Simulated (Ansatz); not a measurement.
# InPd under changes of volume

One of the cells (17.513 Å³/atom); the others are scaled copies at fixed shape and fractional positions:

```
In Pd
1.0
     3.27188    0.00000    0.00000
     0.00000    3.27188    0.00000
     0.00000    0.00000    3.27188
In Pd
1 1
Direct
  0.00000 0.00000 0.00000
  0.50000 0.50000 0.50000
```

The cell comes from a database or a generator and needn't be the stable form of this composition.

* Program: Ansatz 0.2.0
* Functional: HSE06
* Potentials or basis: Ansatz PAW
* Cutoff: 420 eV (not typed: the program's choice for these potentials)
* k mesh: 6 × 6 × 6
* Occupations: fermi-dirac, width 0.05 eV
* Spin: no spin polarisation

| volume (Å³/atom) | energy over the lowest point (meV/atom) | pressure (GPa) |
| --- | --- | --- |
| 16.462 | 28.82 | 9.3 |
| 16.813 | 12.26 | 5.8 |
| 17.163 | 2.98 | 2.7 |
| 17.513 | 0.00 | 0.0 |
| 17.863 | 2.75 | -2.4 |
| 18.214 | ? | ? |
| 18.564 | 22.41 | -6.4 |

Question: What does the run at 18.214 Å³/atom give?

Answer: Energy over the lowest point 10.43 meV/atom; pressure -4.5 GPa.

Worked out: A Birch-Murnaghan fit of order 3 (a polynomial in V^(-2/3)) to the other rows has its minimum at 17.51 Å³/atom with B0 = V·E''(V) = 128 GPa and B' = 5.3. It gives 10.40 meV/atom at 18.214 Å³/atom, against the run's 10.43, and -dE/dV = -4.5 GPa, against -4.5.

Energies are extrapolated to zero smearing.

Caveats: the PAW data sets come from PBE, with cores solved anew for the run's functional, which leaves a small shift of forces and pressure; the thresholds are loose for stress.
